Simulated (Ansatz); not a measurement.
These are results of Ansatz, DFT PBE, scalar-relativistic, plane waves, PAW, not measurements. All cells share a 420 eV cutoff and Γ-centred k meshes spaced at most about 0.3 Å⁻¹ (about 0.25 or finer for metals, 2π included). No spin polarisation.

All energies are static (0 K, no zero-point motion).

Two forms of AlAs₄ were relaxed alike.

A.

```cif
data_structure
_symmetry_space_group_name_H-M 'P-3m1'
_symmetry_Int_Tables_number 164
_cell_length_a 3.8431
_cell_length_b 3.8431
_cell_length_c 20.4023
_cell_angle_alpha 90.000
_cell_angle_beta 90.000
_cell_angle_gamma 120.000
_cell_volume 260.96
loop_
_atom_site_label
_atom_site_type_symbol
_atom_site_symmetry_multiplicity
_atom_site_Wyckoff_symbol
_atom_site_fract_x
_atom_site_fract_y
_atom_site_fract_z
_atom_site_occupancy
Al1 Al 2 d 0.33333 0.66667 0.04289 1
As1 As 2 d 0.66667 0.33333 0.08913 1
As2 As 2 c 0.00000 0.00000 0.26597 1
As3 As 2 d 0.33333 0.66667 0.33050 1
As4 As 2 d 0.66667 0.33333 0.46785 1
```

B.

```cif
data_structure
_symmetry_space_group_name_H-M 'P4/mnc'
_symmetry_Int_Tables_number 128
_cell_length_a 6.2102
_cell_length_b 6.2102
_cell_length_c 5.4553
_cell_angle_alpha 90.000
_cell_angle_beta 90.000
_cell_angle_gamma 90.000
_cell_volume 210.39
loop_
_atom_site_label
_atom_site_type_symbol
_atom_site_symmetry_multiplicity
_atom_site_Wyckoff_symbol
_atom_site_fract_x
_atom_site_fract_y
_atom_site_fract_z
_atom_site_occupancy
Al1 Al 2 a 0.00000 0.00000 0.00000 1
As1 As 8 g 0.64279 0.85721 0.25000 1
```

**Question.** Which form is favoured at zero pressure, and by what margin per atom?

**Answer.** A is lower, by 193 meV/atom. A has space group P-3m1 (No. 164), 26.1 Å³/atom and no gap on its mesh; B has space group P4/mnc (No. 128), 21.0 Å³/atom and no gap. Counting As atoms around Al (those within 1.25 times the shortest such distance or 1.15 times the sum of covalent radii, 1.27 where that leaves under three; a plus sign parts nearer from farther groups), A has Al 3+1 and B has Al 8. A holds As–As nets (shortest 2.58 Å); B holds As–As pairs (shortest 2.51 Å). In A, Al is surrounded by 3 As at 2.41 Å, 1 As at 2.69 Å and 3 Al at 2.83 Å; As on its first site has 3 Al at 2.41 Å and 1 Al at 2.69 Å; around As on its second site lie 3 As at 2.58 Å; 2 more sites not described. In B, Al is surrounded by 8 As at 2.75 Å; around As lie 1 As at 2.51 Å, 2 As at 2.73 Å and 2 Al at 2.75 Å. Both come from invented guesses.

No dispersion correction is applied, so the spacing and binding between layers, chains or molecules are poorly described (P-3m1), and this can change margins and order among such cells. Cells relaxed within their symmetry can be saddle points.
